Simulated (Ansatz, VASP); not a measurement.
## Li: VASP beside Ansatz

```
Li
1.0
     0.00000    6.41499    6.42123
     1.77586    0.00000    6.42123
     1.77586    6.41499    0.00000
Li
4
Cartesian
  1.7759 1.6677 6.4212
  0.8879 1.5398 3.2106
  1.7759 11.1623 6.4212
  0.8879 4.8751 3.2106
```

Alike in both runs: task single point; functional PBE; k mesh 6 × 6 × 6; occupations gaussian, width 0.1 eV; no spin polarisation.

|  | VASP | Ansatz |
| --- | --- | --- |
| version | VASP 6.6.1 | Ansatz 0.2.0 |
| potentials or method | VASP PAW PBE potentials, release 64 (Li_sv) | scalar-relativistic, plane waves, PAW |
| plane-wave cutoff (eV) | 520 | 420 |
| valence electrons in the cell | 12 | 12 |

|  | VASP | Ansatz | Ansatz less VASP |
| --- | --- | --- | --- |
| gap on the k mesh at the Fermi level (eV) | none | none | - |
| rms of the force components (eV/Å) | 0.025 | 0.025 | +0.0003 |

Atom by atom the forces differ by 0.000 eV/Å (rms over components). A gap of «none» marks a metal or a gap that the smearing closes.
